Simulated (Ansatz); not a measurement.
**Charge transition levels of the O interstitial in Al2O3, term by term**

The calculation used Ansatz 0.2.0, DFT PBEsol, scalar-relativistic, plane waves, PAW. (420 eV cutoff, 2×2×2 k-mesh, shifted by half a step, Gaussian smearing of 0.01 eV, collinear spin in charge -1 alone)

Host crystal, relaxed:

```cif
data_structure
_symmetry_space_group_name_H-M 'P 1'
_symmetry_Int_Tables_number 1
_cell_length_a 5.1398
_cell_length_b 5.1398
_cell_length_c 5.1398
_cell_angle_alpha 55.343
_cell_angle_beta 55.343
_cell_angle_gamma 55.343
_cell_volume 85.62
loop_
_atom_site_label
_atom_site_type_symbol
_atom_site_fract_x
_atom_site_fract_y
_atom_site_fract_z
_atom_site_occupancy
Al1 Al 0.14792 0.14792 0.14792 1
Al2 Al 0.35208 0.35208 0.35208 1
Al3 Al 0.64792 0.64792 0.64792 1
Al4 Al 0.85208 0.85208 0.85208 1
O1 O 0.94414 0.55586 0.25000 1
O2 O 0.44414 0.75000 0.05586 1
O3 O 0.55586 0.25000 0.94414 1
O4 O 0.25000 0.94414 0.55586 1
O5 O 0.75000 0.05586 0.44414 1
O6 O 0.05586 0.44414 0.75000 1
```

The O interstitial was set at (0.000, 0.000, 0.000) of the host cell, in a supercell of 40 sites (342 Å³), relaxed at fixed cell in each charge q. The host's Kohn–Sham gap is 6.03 eV and its static dielectric constant 10.4 (mean). For each charge: the supercell's free energy over the neutral one with q electrons exchanged at the valence band top, F(q) − F(0) + qE_v; the image-charge term; and the term that aligns the potential far from the defect with the host's.

```
 q F(q) − F(0) + qE_v (eV) image charge (eV) alignment (eV)
 0                    0.000              0.000           0.000
-1                    1.713              0.282          -0.323
-2                    4.429              1.126          -0.734
```

Add the terms and find the levels between neighbouring charges, ε(q/q′) = [A(q′) − A(q)]/(q − q′), with and without the two corrections.

A(q): 0.000 eV for 0, 1.672 eV for -1, 4.822 eV for -2.
| level | corrected (eV over E_v) | uncorrected (eV) |
| --- | --- | --- |
| (0/-1) | 1.67 | 1.71 |
| (-1/-2) | 3.15 | 2.72 |

As a check, a point charge in a simple cubic cell of this volume has q²αe²/(2εL) = 0.280 q² eV (e² = 14.40 eV Å, α = 2.837, L = 7.00 Å); the shape of the real cell and the anisotropy of ε can change it somewhat. The term grows as q², so it pushes donor levels down and acceptor levels up. The program doubts the alignment for q = -1, -2, so levels beside it are uncertain by about that term.

Which of these charges is lowest with the Fermi level at the valence band top, at mid-gap and at the conduction band bottom?

The line A(q) + qE_F that lies lowest gives the charge: 0 at E_F = 0.00 eV, -1 at E_F = 3.01 eV, -2 at E_F = 6.03 eV. In charge 0, -1 the cell has partly filled levels, from a carrier spread over the host's bands, a defect level that the small cell broadens into a band, or a degenerate defect level that the symmetric start can't split, so the levels beside it are doubtful. Charges beyond those computed could lie lower near the band edges.

The neutral defect forms at 6.06 eV with atoms taken from and returned to the elements. What are the formation energies at those three Fermi levels, and what share of sites would hold the defect at 1200 K with E_F at mid-gap, if the host still stood at that temperature?

E_f = E_f(0) + A(q) + qE_F = 6.06, 4.71, -1.18 eV. In the dilute limit the share is exp(−E_f/k_BT) = exp(−4.715/0.1034) = 1.6×10⁻²⁰, leaving out degeneracy and vibrational entropy. A negative value marks a Fermi level that can't be reached at these chemical potentials: the defect would form first and pull it back. This is the O-rich limit; a poorer supply of O, or a competing compound of it, raises E_f. The small cell and the narrow Kohn–Sham gap leave errors of tenths of an eV or more, which change the share by orders of magnitude.